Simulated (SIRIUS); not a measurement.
The system is Zn.

```xyz
2
Lattice="2.6700 0.0000 0.0000 -1.3350 2.3123 0.0000 0.0000 0.0000 4.9660" Properties=species:S:1:pos:R:3 pbc="T T T"
Zn    1.3350    0.7708    3.7245
Zn    0.0000    1.5415    1.2415
```

Base run:

| Property | Result |
| --- | --- |
| Program | SIRIUS 7.10.0 |
| Functional | RPBE |
| Potentials or basis | PseudoDojo 0.4.1 PBE standard (scalar relativistic) |
| Cutoff | 1152 eV |
| Density cutoff | 4606 eV |
| k mesh | 8 × 8 × 4 |
| Occupations | fermi-dirac, width 0.05 eV |
| Spin | no spin polarisation |

Its results: band gap on the k mesh none (metal or under the smearing width); pressure 3.2 GPa.

**Question.** After a change of settings the same cell gave: band gap on the k mesh none (metal or under the smearing width); pressure -6.2 GPa. Which change was it?
A. functional from RPBE to AM05; libxc names from ["XC_GGA_X_RPBE", "XC_GGA_C_PBE"] to ["XC_GGA_X_AM05", "XC_GGA_C_AM05"]
B. functional from RPBE to BLYP; libxc names from ["XC_GGA_X_RPBE", "XC_GGA_C_PBE"] to ["XC_GGA_X_B88", "XC_GGA_C_LYP"]
C. functional from RPBE to LDA; libxc names from ["XC_GGA_X_RPBE", "XC_GGA_C_PBE"] to ["XC_LDA_X", "XC_LDA_C_PW"]
D. functional from RPBE to PBE; libxc names from ["XC_GGA_X_RPBE", "XC_GGA_C_PBE"] to ["XC_GGA_X_PBE", "XC_GGA_C_PBE"]

**Answer.** A.

Caveats: the potentials were made for another functional, which shifts forces and pressure.
